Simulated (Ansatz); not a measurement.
Which YAML input does this script hand to the engine? (Ansatz 0.2.0 through its Python package)

Run as a notebook:

In [1]:
```python
from pathlib import Path

import ansatz
import tomllib
```

In [2]:
```python
lattice = ansatz.Lattice.of(
    (3.839196, 0.0, 0.0),
    (0.0, 3.839196, 0.0),
    (0.0, 0.0, 3.839196),
)
sites = [
    ("K", (0.0, 0.0, 0.0)),
    ("Cl", (0.5, 0.5, 0.5)),
]
xtal = ansatz.Crystal(lattice=lattice)
for symbol, position in sites:
    xtal = xtal.atom(symbol, position)

xtal.resolved().tree()["lattice"]
```
Out [2]:
```text
((3.839196, 0.0, 0.0), (0.0, 3.839196, 0.0), (0.0, 0.0, 3.839196))
```

In [3]:
```python
calc = xtal.calculation()
calc = calc.functional("lda")
calc = calc.basis(18 * ansatz.Ha)
calc = calc.kpoints(4, 4, 4)
calc = calc.occupations("fixed")
calc = calc.wannier(mesh=(3, 3, 3), projections=[ansatz.TrialShell("Cl", "p")], minimise=True)
result = calc.run(threads=1, pin="off", runs_dir="w90")
spreads = tomllib.loads(Path(result.output_folder, "results", "wannier.spreads.toml").read_text())
print("converged:", spreads["converged"], "in", spreads["n_iter"], "steps; least projectability", round(spreads["least_projectability"], 3))
print("invariant, diagonal, off-diagonal spread (A^2):", *(round(spreads[k], 4) for k in ("omega_i_ang2", "omega_d_ang2", "omega_od_ang2")))
for function in spreads["wannier"]:
    print("centre", [round(v, 3) for v in function["r"]], "spread", round(function["spread"], 4))
```
```text
converged: True in 5 steps; least projectability 0.971
invariant, diagonal, off-diagonal spread (A^2): 4.12 0.0 0.0034
centre [1.92, 1.92, 1.92] spread 1.3745
centre [1.92, 1.92, 1.92] spread 1.3745
centre [1.92, 1.92, 1.92] spread 1.3745
```

`input.yaml`:
```yaml
crystal:
  lattice:
    - [3.839196, 0.0, 0.0]
    - [0.0, 3.839196, 0.0]
    - [0.0, 0.0, 3.839196]
  atoms:
    - { symbol: K, position: [0.0, 0.0, 0.0] }
    - { symbol: Cl, position: [0.5, 0.5, 0.5] }
basis:
  ecutwfc: 489.804952427784
kpoints:
  mp_grid:
    grid: [4, 4, 4]
hamiltonian:
  xc: lda
scf:
  occupations:
    method: fixed
output:
  wannier:
    kmesh: [3, 3, 3]
    projections:
      - { species: Cl, l: p }
    minimise: true
```

The structure comes from a database of computed cells and needn't be a stable or known phase. It ran for 1.5 s on 1 thread of Arm Neoverse V1 (shared host), peak memory 0.31 GiB.

(Lines on the test bed's own set-up are left out of the output.)
